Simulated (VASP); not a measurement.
Wanted: the native input for a VASP 6.6.1 run.

```
Task                   : single point
Functional             : PBE
Potentials or basis    : VASP PAW PBE potentials, release 64 (Ti_sv, Co)
Cutoff                 : 520 eV
k mesh                 : 14 × 14 × 14
Occupations            : gaussian, width 0.2 eV
Spin                   : collinear spin, typed start
Starting moments       : [0.0, 1.09] μB
Dipole correction      : no
Further INCAR settings : ALGO = Fast; EDIFF = 1e-06; NBANDS = 22
```

The structure of TiCo lies in POSCAR:

```
TiCo
1.0
    2.9846712444      0.0000000000      0.0000000000
    0.0000000000      2.9846712444      0.0000000000
    0.0000000000      0.0000000000      2.9846712444
Ti Co
1 1
Direct
    0.0000000000      0.0000000000      0.0000000000
    0.5000000000      0.5000000000      0.5000000000
```

The cell comes from a database or a generator and needn't be the stable form of this composition.

The cell isn't the ideal one: cell and atoms relaxed tightly for response.

The input as run:

INCAR

```
SYSTEM = TiCo
PREC = Accurate
ENCUT = 520
EDIFF = 1E-6
ISMEAR = 0
SIGMA = 0.2
LREAL = .FALSE.
LASPH = .TRUE.
NELM = 150
ALGO = Fast
ISIF = 2
LWAVE = .FALSE.
LCHARG = .TRUE.
ISPIN = 2
MAGMOM = 0 1.09
LORBIT = 11
LMAXMIX = 4
GGA = PE
LELF = .TRUE.
LVHAR = .TRUE.
NBANDS = 22
```

KPOINTS

```
Automatic mesh
0
G
  14 14 14
  0 0 0
```

Potentials or basis: VASP PAW PBE potentials, release 64 (Ti_sv, Co).

Launch:

```console
$ cat potpaw_PBE.64/Ti_sv/POTCAR potpaw_PBE.64/Co/POTCAR > POTCAR
$ mpirun -np 1 vasp_std > vasp.out
```

Results of the run:

```yaml
Pressure: -0.6 GPa
Band_gap_on_the_k_mesh: none (metal or under the smearing width)
Net_moment: 0.82 μB per cell
Site_moments: Ti -0.03; Co +0.90 μB
Valence_electrons_inside_the_program's_atomic_spheres: Ti 10.29; Co 8.29
```

Run time: 2 min on 1 thread of Intel(R) Xeon(R) Platinum 8259CL CPU @ 2.50GHz (Skylake/Cascade Lake), on a shared host, peak memory 0.23 GiB.
